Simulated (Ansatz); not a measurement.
# InSb: the cost of one run

Method: DFT PBE, scalar-relativistic, in Ansatz 0.2.0.

## Step 1: The system as given

It takes space group F-43m (No. 216, cubic). The conventional cell has a = 6.478 Å, b = 6.478 Å, c = 6.478 Å, α = 90.00°, β = 90.00°, γ = 90.00°. Around In (site symmetry -43m) lie 4 Sb at 2.81 Å. Sb (site symmetry -43m) has 4 In at 2.81 Å as nearest neighbours.

Structure file:

```
In Sb
1.0
     0.00000    3.23910    3.23910
     3.23910    0.00000    3.23910
     3.23910    3.23910    0.00000
In Sb
1 1
Direct
  0.00000 0.00000 0.00000
  0.75000 0.75000 0.75000
```

Atoms are numbered in the order of the input: In1, Sb2.

## Step 2: Volume × 0.94, LAPW

File input.yaml:

```yaml
crystal:
  lattice:
    - [0.0, 3.1729773647, 3.1729773647]
    - [3.1729773647, 0.0, 3.1729773647]
    - [3.1729773647, 3.1729773647, 0.0]
  atoms:
    - { symbol: In, position: [0.0, 0.0, 0.0] }
    - { symbol: Sb, position: [0.75, 0.75, 0.75] }
kpoints:
  mp_grid: { grid: [10, 10, 10] }
  band_path:
    path:
      - [0.0, 0.0, 0.0]
      - [-0.5, -0.5, 0.0]
      - [-0.375, -0.375, 0.25]
      - [-0.375, 0.0, 0.375]
      - [0.0, 0.0, 0.0]
      - [0.0, 0.0, 0.5]
      - [-0.5, -0.25, 0.25]
      - [-0.5, -0.5, 0.0]
    npoints: 5
scf:
  occupations: { method: fermi_dirac, width: 0.03 }
hamiltonian:
  xc: pbe
  pseudopotentials: { kind: all_electron, lapw: { basis_error: 0.00025 } }
output:
  forces: true
  stress: true
  eigenvalues: true
```

Started as:

```
ansatz run input.yaml --threads 1 --pin off --max-ram 3072MiB --backend cpu --events-out ev --progress --plain --runs-dir out
```

**Question.** How long does this run take on 1 thread of Intel Xeon 6975P-C (Granite Rapids), shared host, and how much memory does it need?

About 21 s, with a peak of 0.46 GiB.
